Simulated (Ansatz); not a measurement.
Na2S (started from an entry of an open crystallographic database), relaxed with r2SCAN: the symmetry is Fm-3m (No. 225, cubic); a = 6.511 Å in the conventional setting, 23.00 Å³ an atom. Na has 4 S at 2.82 Å; S has 8 Na at 2.82 Å. One-shot G0W0@PBE in Ansatz on a 4×4×4 mesh (contour deformation, no spin-orbit coupling), from a PBE gap of 2.532 eV over the mesh points (the G0W0 gap is direct on the mesh); the number N of bands summed and the screening cutoff rise together. Calculated for a static, non-magnetic cell.

```
  N  cutoff (eV)  1000/N  G0W0 gap (eV)
124           80   8.065          4.015
271          140   3.690          4.142
```

Question: Lay a straight line in 1000/N through these rows.

Answer: The slope is -0.0290 eV per unit of 1000/N and the intercept 4.249 eV.

Question: Predict the gap at N = 488 (210 eV).

Answer: 4.249 + (-0.0290) × 2.049 = 4.190 eV; the run gives 4.207 eV, +0.017 eV from the line.

Question: With that run's result added, what limit do the last two rows suggest?

Answer: Their slope is (4.207 − 4.142)/(2.049 − 3.690) = -0.0396, which meets 1/N = 0 at 4.29 eV, against 4.249 eV from the first line. The slope steepens, so 1/N isn't yet asymptotic and the true limit probably lies higher still; the k mesh isn't extrapolated.
